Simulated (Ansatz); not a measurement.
# Si: the cost of one run

Computed with Ansatz 0.2.0 (DFT PBE, scalar-relativistic, plane waves, PAW, unless a step's input says otherwise).

2 further runs of the same task are left out: 2 set aside as unsound or not needed.

## 1. Starting point

Symmetry: P6_3/mmc, No. 194, hexagonal system. The conventional cell has a = 3.851 Å, b = 3.851 Å, c = 6.365 Å, α = 90.00°, β = 90.00°, γ = 120.00°. Si (site symmetry 3m) has 4 Si at 2.36 to 2.38 Å as nearest neighbours.

Structure file:

```
CELL_PARAMETERS angstrom
3.85128 0.00000 0.00000
-1.92564 3.33531 0.00000
0.00000 0.00000 6.36502
ATOMIC_POSITIONS crystal
Si 0.33333 0.66667 0.06293
Si 0.66667 0.33333 0.56293
Si 0.33333 0.66667 0.43707
Si 0.66667 0.33333 0.93707
```

It goes back to an entry of the Materials Project, which need not be the stable form.

This cell was relaxed beforehand with the same method: volume 20.44 Å³/atom, gap on the mesh 0.45 eV.

The host's static dielectric tensor, from an earlier linear-response run, has a mean of 12.98.

## 2. Reference: the perfect crystal in the supercell

input.yaml reads:

```yaml
crystal:
  lattice:
    - [7.7025612697, 1.0e-10, -6.3650227274]
    - [-3.8512806348, -6.6706137338, -6.3650227274]
    - [-3.8512806349, 6.6706137337, -6.3650227274]
  atoms:
    - { symbol: Si, position: [0.1456896866, 0.4790230199, 0.3123563532] }
    - { symbol: Si, position: [0.3123563532, 0.6456896866, 0.9790230199] }
    - { symbol: Si, position: [0.9790230199, 0.3123563532, 0.6456896866] }
    - { symbol: Si, position: [0.8123563532, 0.6456896866, 0.4790230199] }
    - { symbol: Si, position: [0.4790230199, 0.3123563532, 0.1456896866] }
    - { symbol: Si, position: [0.6456896866, 0.4790230199, 0.8123563532] }
    - { symbol: Si, position: [0.3123563532, 0.1456896866, 0.4790230199] }
    - { symbol: Si, position: [0.9790230199, 0.8123563532, 0.1456896866] }
    - { symbol: Si, position: [0.1456896866, 0.9790230199, 0.8123563532] }
    - { symbol: Si, position: [0.6456896866, 0.9790230199, 0.3123563532] }
    - { symbol: Si, position: [0.8123563532, 0.1456896866, 0.9790230199] }
    - { symbol: Si, position: [0.4790230199, 0.8123563532, 0.6456896866] }
    - { symbol: Si, position: [0.1456896866, 0.3123563532, 0.9790230199] }
    - { symbol: Si, position: [0.3123563532, 0.4790230199, 0.6456896866] }
    - { symbol: Si, position: [0.9790230199, 0.1456896866, 0.3123563532] }
    - { symbol: Si, position: [0.8123563532, 0.4790230199, 0.1456896866] }
    - { symbol: Si, position: [0.4790230199, 0.1456896866, 0.8123563532] }
    - { symbol: Si, position: [0.6456896866, 0.3123563532, 0.4790230199] }
    - { symbol: Si, position: [0.3123563532, 0.9790230199, 0.1456896866] }
    - { symbol: Si, position: [0.9790230199, 0.6456896866, 0.8123563532] }
    - { symbol: Si, position: [0.1456896866, 0.8123563532, 0.4790230199] }
    - { symbol: Si, position: [0.6456896866, 0.8123563532, 0.9790230199] }
    - { symbol: Si, position: [0.8123563532, 0.9790230199, 0.6456896866] }
    - { symbol: Si, position: [0.4790230199, 0.6456896866, 0.3123563532] }
    - { symbol: Si, position: [0.0209769801, 0.3543103134, 0.1876436468] }
    - { symbol: Si, position: [0.1876436468, 0.5209769801, 0.8543103134] }
    - { symbol: Si, position: [0.8543103134, 0.1876436468, 0.5209769801] }
    - { symbol: Si, position: [0.6876436468, 0.5209769801, 0.3543103134] }
    - { symbol: Si, position: [0.3543103134, 0.1876436468, 0.0209769801] }
    - { symbol: Si, position: [0.5209769801, 0.3543103134, 0.6876436468] }
    - { symbol: Si, position: [0.1876436468, 0.0209769801, 0.3543103134] }
    - { symbol: Si, position: [0.8543103134, 0.6876436468, 0.0209769801] }
    - { symbol: Si, position: [0.0209769801, 0.8543103134, 0.6876436468] }
    - { symbol: Si, position: [0.5209769801, 0.8543103134, 0.1876436468] }
    - { symbol: Si, position: [0.6876436468, 0.0209769801, 0.8543103134] }
    - { symbol: Si, position: [0.3543103134, 0.6876436468, 0.5209769801] }
    - { symbol: Si, position: [0.0209769801, 0.1876436468, 0.8543103134] }
    - { symbol: Si, position: [0.1876436468, 0.3543103134, 0.5209769801] }
    - { symbol: Si, position: [0.8543103134, 0.0209769801, 0.1876436468] }
    - { symbol: Si, position: [0.6876436468, 0.3543103134, 0.0209769801] }
    - { symbol: Si, position: [0.3543103134, 0.0209769801, 0.6876436468] }
    - { symbol: Si, position: [0.5209769801, 0.1876436468, 0.3543103134] }
    - { symbol: Si, position: [0.1876436468, 0.8543103134, 0.0209769801] }
    - { symbol: Si, position: [0.8543103134, 0.5209769801, 0.6876436468] }
    - { symbol: Si, position: [0.0209769801, 0.6876436468, 0.3543103134] }
    - { symbol: Si, position: [0.5209769801, 0.6876436468, 0.8543103134] }
    - { symbol: Si, position: [0.6876436468, 0.8543103134, 0.5209769801] }
    - { symbol: Si, position: [0.3543103134, 0.5209769801, 0.1876436468] }
basis:
  ecutwfc: 420
  xc_grid: 2
kpoints:
  mp_grid: { grid: [2, 2, 2], shift: [0.0, 0.0, 0.0] }
hamiltonian:
  xc: pbe
scf:
  occupations: { method: gaussian, width: 0.02 }
output:
  forces: true
  stress: true
  eigenvalues: true
```

Run with:

```sh
$ ansatz run input.yaml --threads 4 --pin off --max-ram 8192MiB --backend cpu --events-out ev --progress --plain --runs-dir out
```

**Question.** How long does this run take on 4 threads of Arm Neoverse V2, shared host, and how much memory does it need?

About 7.5 s, with a peak of 3.2 GiB.
